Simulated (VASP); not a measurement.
# V (P6_3/mmc) in VASP: equation of state, part 2 of 2

VASP 6.6.1.

### Step 6. Equation of state, PBE, collinear spin, ferromagnetic start, 14.43 Å³/atom (volume scaled by 1.04)

File INCAR:

```
ALGO = Normal
EDIFF = 1E-7
ENCUT = 520
GGA = PE
ISIF = 2
ISMEAR = -1
ISPIN = 2
LASPH = T
LCHARG = F
LMAXMIX = 4
LORBIT = 11
LREAL = F
LWAVE = F
MAGMOM = 2 2
NBANDS = 24
NELM = 120
PREC = Accurate
SIGMA = 0.05
```

File KPOINTS:

```
k-points
0
Gamma
  12 12 6
```

File POSCAR:

```
V
1.0
    2.6385650605      0.0000000000      0.0000000000
   -1.3192825302      2.2850643718      0.0000000000
    0.0000000000      0.0000000000      4.7854922858
V
2
Direct
    0.3333333333      0.6666666667      0.2500000000
    0.6666666667      0.3333333333      0.7500000000
```

Potentials or basis: VASP PAW PBE potentials, release 64 (V_sv).

Run with:

```console
cat potpaw_PBE.64/V_sv/POTCAR > POTCAR
mpirun -np 1 vasp_std > vasp.out
```

OUTCAR:

```text
EDIFF = 1E-7
   ENCUT = 520
   GGA = PE
   ISIF = 2
   ISMEAR = -1
   ISPIN = 2
   LASPH = T
   LORBIT = 11
   LREAL = F
   NELM = 120
   PREC = Accurate

 Found     76 irreducible k-points:

 Following reciprocal coordinates:
            Coordinates               Weight
  0.000000  0.000000  0.000000      1.000000
  0.083333 -0.000000  0.000000      6.000000
  0.166667 -0.000000  0.000000      6.000000
  0.250000 -0.000000  0.000000      6.000000
  0.333333 -0.000000  0.000000      6.000000
  0.416667 -0.000000  0.000000      6.000000
   k-points           NKPTS =     76   k-points in BZ     NKDIM =     76   number of bands    NBANDS=     24
   number of dos      NEDOS =    301   number of ions     NIONS =      2
   total plane-waves  NPLWV =  14400
   dimension x,y,z NGX =    20 NGY =   20 NGZ =   36
   dimension x,y,z NGXF=    40 NGYF=   40 NGZF=   72
   ions per type =               2
   NGX,Y,Z   is equivalent  to a cutoff of  12.60, 12.60, 12.51 a.u.
   NGXF,Y,Z  is equivalent  to a cutoff of  25.20, 25.20, 25.01 a.u.
 SYSTEM =  unknown system
   PREC   = accura    normal or accurate (medium, high low for compatibility)
   ISTART =      0    job   : 0-new  1-cont  2-samecut
   ICHARG =      2    charge: 1-file 2-atom 10-const
   ISPIN  =      2    spin polarized calculation?
   LNONCOLLINEAR =      F non collinear calculations
   LSORBIT =      F    spin-orbit coupling
   LASPH  =      T    aspherical Exc in radial PAW
   ENCUT  =  520.0 eV  38.22 Ry    6.18 a.u.   4.91  4.91  8.90*2*pi/ulx,y,z
   NELM   =    120;   NELMIN=  2; NELMDL= -5     # of ELM steps
   EDIFF  = 0.1E-06   stopping-criterion for ELM
   LREAL  =      F    real-space projection
   EDIFFG = 0.1E-05   stopping-criterion for IOM
   NSW    =      0    number of steps for IOM
   IBRION =     -1    ionic relax: 0-MD 1-quasi-New 2-CG
   NFREE  =      0    steps in history (QN), initial steepest desc. (CG)
   ISIF   =      2    stress and relaxation
   ISYM   =      2    0-nonsym 1-usesym 2-fastsym
   POTIM  = 0.5000    time-step for ionic-motion
   TEBEG  =    0.0;   TEEND  =   0.0 temperature during run
   PSTRESS=    0.0 pullay stress
   NELECT =      26.0000    total number of electrons
   NUPDOWN=      -1.0000    fix difference up-down
   EMIN   =  10.00;   EMAX   =-10.00  energy-range for DOS
[... 27 lines left out ...]

 Free energy of the ion-electron system (eV)
  ---------------------------------------------------
  ext. energy  EPLUGINS =         0.00000000
  ---------------------------------------------------
  free energy    TOTEN  =       -17.47287858 eV

  energy without entropy =      -17.44439788  energy(sigma->0) =      -17.45863823

 E-fermi :   9.2160     XC(G=0): -12.5181

 val. band max:        9.2160185666   @ k =   0.3333   0.1667   0.5000
 cond. band min:       9.2160287111   @ k =   0.3333   0.1667   0.5000
 fundamental gap:      0.0000101444
 Fermi energy:         9.2160285505

 spin component 1

 k-point     1 :       0.0000    0.0000    0.0000
  band No.  band energies     occupation
      1     -54.8420      1.00000
      2     -54.7516      1.00000
      3     -28.9085      1.00000
      4     -28.3553      1.00000
      5     -28.2267      1.00000
      6     -28.2267      1.00000
[... 151 lines left out ...]
     23      22.4511      0.00000
     24      24.1350      0.00000

 [... further k-points ...]

 spin component 2

 k-point     1 :       0.0000    0.0000    0.0000
  band No.  band energies     occupation
      1     -54.8421      1.00000
      2     -54.7517      1.00000
      3     -28.9085      1.00000
      4     -28.3554      1.00000
      5     -28.2267      1.00000
      6     -28.2267      1.00000
[... 151 lines left out ...]
     23      22.4511      0.00000
     24      24.1350      0.00000

 [... further k-points ...]
[... 5 lines left out ...]
  --------------------------------------------------------------------------------------
  -------------------------------------------------------------------------------------
  Total       -1.1238564     -1.1238564     -1.2905173     -0.0000000      0.0000000      0.0000000
  in kB      -62.4063174    -62.4063174    -71.6607828     -0.0000000      0.0000000      0.0000000
  external PRESSURE =     -65.4911392 kB  Pullay stress =       0.0000000 kB

 VOLUME and BASIS-vectors are now :
 -----------------------------------------------------------------------------
  energy-cutoff  :      520.00
  volume of cell :       28.85
      direct lattice vectors                 reciprocal lattice vectors
     2.638565060  0.000000000  0.000000000     0.378993876  0.218812216  0.000000000
    -1.319282530  2.285064372  0.000000000     0.000000000  0.437624433  0.000000000
     0.000000000  0.000000000  4.785492286     0.000000000  0.000000000  0.208964917

 POSITION                                       TOTAL-FORCE (eV/Angst)
 -----------------------------------------------------------------------------------
     -0.00000      1.52338      1.19637         0.000000      0.000000      0.000000
      1.31928      0.76169      3.58912        -0.000000     -0.000000      0.000000
 -----------------------------------------------------------------------------------
    total drift:                               -0.000000      0.000000     -0.000000

  FREE ENERGIE OF THE ION-ELECTRON SYSTEM (eV)
  ---------------------------------------------------
  free  energy   TOTEN  =       -17.4728785796 eV

  energy  without entropy=      -17.4443978783  energy(sigma->0) =      -17.45863823

 total charge

# of ion       s       p       d       tot
------------------------------------------
    1        2.332   6.196   3.038  11.566
    2        2.332   6.196   3.038  11.566
--------------------------------------------------
tot          4.664  12.392   6.076  23.132

 magnetization (x)

# of ion       s       p       d       tot
------------------------------------------
    1        0.000   0.000  -0.000  -0.000
    2        0.000   0.000  -0.000  -0.000
--------------------------------------------------
tot          0.000   0.000  -0.000  -0.000
```

Wall time 58 s (1 thread of Intel Xeon Platinum 8488C (Sapphire Rapids), shared host); peak memory 0.2 GiB.

Results:

| Item | Value |
| --- | --- |
| Free energy | -17.4729 eV |
| Pressure | -6.5 GPa |
| Band gap on the k mesh | none (metal or under the smearing width) |
| Net moment | 0.00 μB per cell |
| Valence electrons inside the program's atomic spheres | V 11.57 |

### Step 7. Equation of state, PBE, collinear spin, ferromagnetic start, 14.70 Å³/atom (volume scaled by 1.06)

File INCAR:

```
  ALGO = Normal
  EDIFF = 1E-7
  ENCUT = 520
  GGA = PE
  ISIF = 2
  ISMEAR = -1
  ISPIN = 2
  LASPH = T
  LCHARG = F
  LMAXMIX = 4
  LORBIT = 11
  LREAL = F
  LWAVE = F
  MAGMOM = 2 2
  NBANDS = 24
  NELM = 150
  PREC = Accurate
  SIGMA = 0.05
```

KPOINTS is that of step 6.

File POSCAR:

```
V
1.0
    2.6553716605      0.0000000000      0.0000000000
   -1.3276858302      2.2996193144      0.0000000000
    0.0000000000      0.0000000000      4.8159739502
V
2
Direct
    0.3333333333      0.6666666667      0.2500000000
    0.6666666667      0.3333333333      0.7500000000
```

Run with:

```console
cat potpaw_PBE.64/V_sv/POTCAR > POTCAR
mpirun -np 1 vasp_std > vasp.out
```

Wall time 65 s (1 thread of Intel Xeon Platinum 8488C (Sapphire Rapids), shared host); peak memory 0.19 GiB.

It converged, with:

```
Free energy                                           : -17.4457 eV
Pressure                                              : -9.2 GPa
Band gap on the k mesh                                : none (metal or under the smearing width)
Net moment                                            : 0.00 μB per cell
Valence electrons inside the program's atomic spheres : V 11.54
```

### Step 8. Equation of state, PBE, collinear spin, ferromagnetic start

Potentials or basis: VASP PAW PBE potentials, release 64 (V_sv).

This step only gathers the single runs of the series.

What came out:

| Item | Value |
| --- | --- |
| Equilibrium volume | 13.85 Å³/atom |
| Bulk modulus at fixed shape and positions | 173 GPa |
| Pressure derivative of the bulk modulus | 4.0 |

Energy against volume, from the lowest point:
| volume (Å³/atom) | energy (meV/atom) |
| --- | --- |
| 13.039 | 28.33 |
| 13.317 | 11.85 |
| 13.594 | 2.63 |
| 13.872 | 0.00 |
| 14.149 | 3.33 |
| 14.427 | 12.05 |
| 14.704 | 25.65 |

Caveat: the cell was scaled at fixed shape and fractional positions, which overstates the stiffness of a crystal with free parameters, most of all of layers and chains.
